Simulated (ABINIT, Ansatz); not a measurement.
# Quasiparticle gap of BP (F-43m) in ABINIT

How does a plane-wave GW calculation on BP (F-43m) run from the first input to the gap?

Method: PBE and many-body steps on it, plane waves, in ABINIT 10.8.3.

This is a report of a sequence of runs, with most program output left out.

### Step 1. Set-up

It takes space group F-43m (No. 216, cubic). The conventional cell has a = 4.538 Å, b = 4.538 Å, c = 4.538 Å, α = 90.00°, β = 90.00°, γ = 90.00°. B has 4 P at 1.97 Å nearest. P has 4 B at 1.97 Å nearest. Farther neighbours are not listed.

The cell and positions come from the Crystallography Open Database and are kept as given unless a step says otherwise.

### Step 2. Ground state

This step: ABINIT 10.8.3; DFT, PBE, plane waves, norm-conserving pseudopotentials.

The ground-state density comes first.

run.abi

```
acell 3*1.0 Angstrom
rprim 
  0.000000000000 2.269000000000 2.269000000000
  2.269000000000 0.000000000000 2.269000000000
  2.269000000000 2.269000000000 0.000000000000
ntypat 2
znucl 5 15
natom 2
typat 1 2
xred 
  0.000000000000 0.000000000000 0.000000000000
  0.250000000000 0.250000000000 0.250000000000
pp_dirpath "pseudos"
pseudos "B.upf, P.upf"
ecut 34
ngkpt 8 8 8
nshiftk 1
shiftk 0 0 0
kptopt 1
chksymbreak 0
nband 9
occopt 1
tolvrs 1e-10
nstep 60
prtwf 0
optforces 0
optstress 0
indata_prefix "in"
outdata_prefix "out"
tmpdata_prefix "tmp"
```

Started as:

```
OMP_NUM_THREADS=1 mpirun -n 4 abinit run.abi > log
```

The job ended after 5.1 s (4 MPI ranks of Intel Xeon 6975P-C (Granite Rapids), shared host; peak memory 0.29 GiB; 17 s of CPU time).

Numbers from this step:

- total energy: -269.3032 eV
- gap: 1.280 eV
- k of the valence top: 0, 0, 0
- k of the conduction bottom: 0.375, 0.375, 0
- least direct gap: 3.407 eV

The gap is indirect, with the least direct gap 2.13 eV higher.

### Step 3. Bands along the symmetry lines

Levels along a band path, at the cheap level, show where the edges lie and whether the meshes to come will hold them.

run.abi

```
acell 3*1.0 Angstrom
rprim 
  0.000000000000 2.269000000000 2.269000000000
  2.269000000000 0.000000000000 2.269000000000
  2.269000000000 2.269000000000 0.000000000000
ntypat 2
znucl 5 15
natom 2
typat 1 2
xred 
  0.000000000000 0.000000000000 0.000000000000
  0.250000000000 0.250000000000 0.250000000000
pp_dirpath "pseudos"
pseudos "B.upf, P.upf"
ecut 34
iscf -2
irdden 1
kptopt 0
nkpt 50
kpt 
  0.00000000 0.00000000 0.00000000
  -0.06250000 -0.06250000 0.00000000
  -0.12500000 -0.12500000 0.00000000
  -0.18750000 -0.18750000 0.00000000
  -0.25000000 -0.25000000 0.00000000
  -0.31250000 -0.31250000 0.00000000
  -0.37500000 -0.37500000 0.00000000
  -0.43750000 -0.43750000 0.00000000
  -0.50000000 -0.50000000 0.00000000
  -0.48437500 -0.48437500 0.03125000
  -0.46875000 -0.46875000 0.06250000
  -0.45312500 -0.45312500 0.09375000
  -0.43750000 -0.43750000 0.12500000
  -0.42187500 -0.42187500 0.15625000
  -0.40625000 -0.40625000 0.18750000
  -0.39062500 -0.39062500 0.21875000
  -0.37500000 -0.37500000 0.25000000
  -0.37500000 0.00000000 0.37500000
  -0.32812500 0.00000000 0.32812500
  -0.28125000 0.00000000 0.28125000
  -0.23437500 0.00000000 0.23437500
  -0.18750000 0.00000000 0.18750000
  -0.14062500 0.00000000 0.14062500
  -0.09375000 0.00000000 0.09375000
  -0.04687500 0.00000000 0.04687500
  0.00000000 0.00000000 0.00000000
  0.00000000 0.00000000 0.06250000
  0.00000000 0.00000000 0.12500000
  0.00000000 0.00000000 0.18750000
  0.00000000 0.00000000 0.25000000
  0.00000000 0.00000000 0.31250000
  0.00000000 0.00000000 0.37500000
  0.00000000 0.00000000 0.43750000
  0.00000000 0.00000000 0.50000000
  -0.06250000 -0.03125000 0.46875000
  -0.12500000 -0.06250000 0.43750000
  -0.18750000 -0.09375000 0.40625000
  -0.25000000 -0.12500000 0.37500000
  -0.31250000 -0.15625000 0.34375000
  -0.37500000 -0.18750000 0.31250000
  -0.43750000 -0.21875000 0.28125000
  -0.50000000 -0.25000000 0.25000000
  -0.50000000 -0.28125000 0.21875000
  -0.50000000 -0.31250000 0.18750000
  -0.50000000 -0.34375000 0.15625000
  -0.50000000 -0.37500000 0.12500000
  -0.50000000 -0.40625000 0.09375000
  -0.50000000 -0.43750000 0.06250000
  -0.50000000 -0.46875000 0.03125000
  -0.50000000 -0.50000000 0.00000000
istwfk *1
nband 11
nbdbuf 2
tolwfr 1e-08
nstep 40
prtwf 0
prtvol 0
indata_prefix "in"
outdata_prefix "out"
tmpdata_prefix "tmp"
```

It took 4.5 s on 4 MPI ranks; peak memory 0.27 GiB; 15 s of CPU time.

Numbers from this step:

```
gap                        : 1.260 eV
k of the valence top       : 0, 0, 0
k of the conduction bottom : -0.4375, -0.4375, 0
least direct gap           : 3.407 eV
```

The gap is 1.260 eV, −0.020 eV from the run before at this level.

Electronic bands along the path, in eV, zero at the top of the highest filled band; v1 is the highest filled band, c1 the lowest empty one:

```tsv
point	v4	v3	v2	v1	c1	c2	c3	c4
Γ	-15.46	0.00	0.00	0.00	3.41	3.41	3.41	7.36
halfway	-13.98	-3.69	-2.73	-2.73	1.82	4.96	7.71	7.71
X	-10.61	-8.58	-4.11	-4.11	1.35	1.67	12.07	12.07
halfway	-10.55	-8.46	-5.05	-3.96	1.65	3.01	11.32	11.62
U	-10.61	-8.16	-6.22	-3.50	2.16	6.00	9.71	10.59
jump to K	-10.61	-8.16	-6.22	-3.50	2.16	6.00	9.71	10.59
halfway	-13.81	-4.91	-3.87	-1.08	4.56	5.09	6.13	8.30
Γ	-15.46	0.00	0.00	0.00	3.41	3.41	3.41	7.36
halfway	-14.35	-4.84	-1.12	-1.12	4.00	4.76	4.76	9.60
L	-12.14	-9.03	-1.76	-1.76	3.78	4.72	4.72	10.13
halfway	-11.48	-8.44	-4.52	-3.11	4.19	5.20	8.29	9.77
W	-10.33	-8.05	-5.67	-5.47	5.33	6.77	7.23	7.45
halfway	-10.48	-8.36	-4.93	-4.86	2.90	3.37	10.21	10.99
X	-10.61	-8.58	-4.11	-4.11	1.35	1.67	12.07	12.07
```

### Step 4. Empty states on the mesh, 6×6×6 mesh, 436 bands

The sums over transitions need many empty states on a uniform mesh; this step solves for them.

run.abi

```
acell 3*1.0 Angstrom
rprim 
  0.000000000000 2.269000000000 2.269000000000
  2.269000000000 0.000000000000 2.269000000000
  2.269000000000 2.269000000000 0.000000000000
ntypat 2
znucl 5 15
natom 2
typat 1 2
xred 
  0.000000000000 0.000000000000 0.000000000000
  0.250000000000 0.250000000000 0.250000000000
pp_dirpath "pseudos"
pseudos "B.upf, P.upf"
ecut 34
ngkpt 6 6 6
nshiftk 1
shiftk 0 0 0
kptopt 1
chksymbreak 0
irdden 1
istwfk *1
nband 436
prtvol 0
optdriver 6
gwr_task "HDIAGO"
paral_kgb 0
occopt 1
indata_prefix "in"
outdata_prefix "out"
tmpdata_prefix "tmp"
```

Wall time 12 s (4 MPI ranks); peak memory 0.77 GiB; 40 s of CPU time.

Numbers from this step:

| Item | Value |
| --- | --- |
| gap | 1.347 eV |
| k of the valence top | 0, 0, 0 |
| k of the conduction bottom | 0.5, 0.5, 0 |
| least direct gap | 3.407 eV |
| k points computed | 16 |
| lowest point of the top converged band, above the valence top | 376.2079 eV |

On this mesh the gap is 1.347 eV. The earlier step found 1.280 eV, so this mesh misses an edge.

### Step 5. Screening, 6×6×6 mesh, 428 bands, screening to 435.4 eV

The RPA dielectric matrix is built and inverted for each q.

This step: RPA screening on PBE, plane waves, norm-conserving pseudopotentials.

run.abi: that of step 4 with these lines changed.

```diff
@@ -20,10 +20,11 @@
 chksymbreak 0
-irdden 1
 istwfk *1
-nband 436
-prtvol 0
-optdriver 6
-gwr_task "HDIAGO"
-paral_kgb 0
 occopt 1
+irdwfk 1
+optdriver 3
+nband 428
+ecuteps 16
+inclvkb 2
+awtr 1
+symchi 1
 indata_prefix "in"
```

It took 8.2 min on 4 MPI ranks; peak memory 3.2 GiB.

Numbers from this step:

```
ε∞ with local fields, on this mesh, along the program's q direction : 9.735
the same without local fields                                       : 10.65
plasma frequency                                                    : 21.73 eV
plane waves in the screening matrix                                 : 531
```

Local fields lower ε∞ by 9 %.

### Step 6. Self-energy, 6×6×6 mesh, 428 bands, screening to 435.4 eV

The self-energy is evaluated for the states that the input lists, and the levels follow from it, in one-shot runs by the linearised quasiparticle equation.

This step: G0W0 on PBE, plane waves, norm-conserving pseudopotentials.

run.abi: that of step 5 with these lines changed.

```diff
@@ -23,8 +23,17 @@
 irdwfk 1
-optdriver 3
+optdriver 4
 nband 428
+gwcalctyp 0
+ecutsigx 34
+symsigma 1
+nkptgw 2
+kptgw 
+  0.0000000000 0.0000000000 0.0000000000
+  0.5000000000 0.5000000000 0.0000000000
+bdgw 
+  2 7
+  3 6
 ecuteps 16
-inclvkb 2
-awtr 1
-symchi 1
+irdscr 1
+ppmodel 1
 indata_prefix "in"
```

Elapsed: 5.6 min, on 4 MPI ranks; peak memory 3.6 GiB.

Numbers from this step:

| Quantity | Value |
| --- | --- |
| G0W0 gap on the points computed | 2.096 eV |
| starting gap on the mesh | 1.347 eV |
| k of the valence top | 0, 0, 0 |
| k of the conduction bottom | 0.5, 0.5, 0 |
| Z at the valence top | 0.791 |
| Z at the conduction bottom | 0.804 |
| least direct G0W0 gap on the computed points | 4.296 eV |

The gap on the mesh goes from 1.35 eV to 2.10 eV, a correction of +0.75 eV. The start differs from the 1.28 eV found before because the two sample other k points.

Limits: finite bands, cutoff and mesh. v1 is the top filled band, c1 the lowest empty one. Levels before and after the correction, in eV, zero at the valence-band top of each column:

```tsv
	conduction bottom	valence top
Kohn-Sham	1.35	0.00
G0W0	2.10	0.00
```

```tsv
	level	energy (eV)
Kohn-Sham	Γ v3-v1	0.000
Kohn-Sham	Γ c1-c3	3.407
Kohn-Sham	(0.5 0.5 0) v2-v1	-4.114
Kohn-Sham	(0.5 0.5 0) c1	1.347
Kohn-Sham	(0.5 0.5 0) c2	1.667
G0W0	Γ v3-v1	0.000
G0W0	Γ c1-c3	4.296
G0W0	(0.5 0.5 0) v2-v1	-4.271
G0W0	(0.5 0.5 0) c1	2.096
G0W0	(0.5 0.5 0) c2	2.468
```

### Step 7. Where the time went

Times are wall times on 4 MPI ranks of Intel Xeon 6975P-C (Granite Rapids), shared host, good to a factor of about two.

```tsv
step	time	share	memory (GiB)
ground state	5.1 s	1 %	0.29
bands along the symmetry lines	4.5 s	1 %	0.27
empty states on the mesh	12 s	1 %	0.77
screening	8.2 min	58 %	3.2
self-energy	5.6 min	40 %	3.6
```

### Step 8. What came out

- PBE gap: 1.26 eV, indirect
- G0W0 gap on the mesh: 2.10 eV
- G0W0 gap over the zone (rigid shift): 2.01 eV
- GW settings: 6×6×6 mesh, 428 bands, screening to 435.4 eV, Godby-Needs plasmon pole
- known limits: not at the basis limit

What this shows: G0W0 moves the gap on the mesh from 1.35 eV to 2.10 eV (+0.75 eV), with Z of 0.79 and 0.80 at the edges. The mesh misses the band edges by 0.09 eV in all; a rigid shift gives 2.01 eV for the zone. Local fields lower the RPA ε∞ on this mesh from 10.65 to 9.74. Only 2 of the mesh's irreducible points were corrected, so a valley elsewhere could overtake. Bands and cutoff are finite, so the gap is not at the basis limit. The miss can reach some tenths of an eV and take either sign; the mesh is an error of its own. In the G0W0 run levels were corrected at 2 k points alone, so a gap called «on the mesh» is the least over those, and an edge elsewhere would be missed. A denser mesh or path gives a starting gap of 1.26 eV: the GW mesh misses a band edge, so its gaps are not the fundamental one.

[Paths, hosts, dates, memory and timing lines, banners, echoed tables and standing remarks are left out of the program output.]

[Logs are printed without paths, hosts, clocks, repeated set-up lines and the standing remarks that a program may print on its own settings, such as how far it seeks lower states.]

[Runs of the session that timed out or met a known fault of the program may be left out.]

[Hosts, paths, dates, database ids (printed as entryN), source tags and the programs' standing remarks are cut or masked in the printed files.]

[G0W0 gaps are taken among the corrected bands and points alone; a level outside them can change the order at an edge.]

[Where Ansatz stands beside ABINIT at settings called matched, ABINIT's density can come from a denser mesh and the files from another edition; pairs whose starting gaps differed by over 0.03 eV were left out, so agreement reads better than it is.]
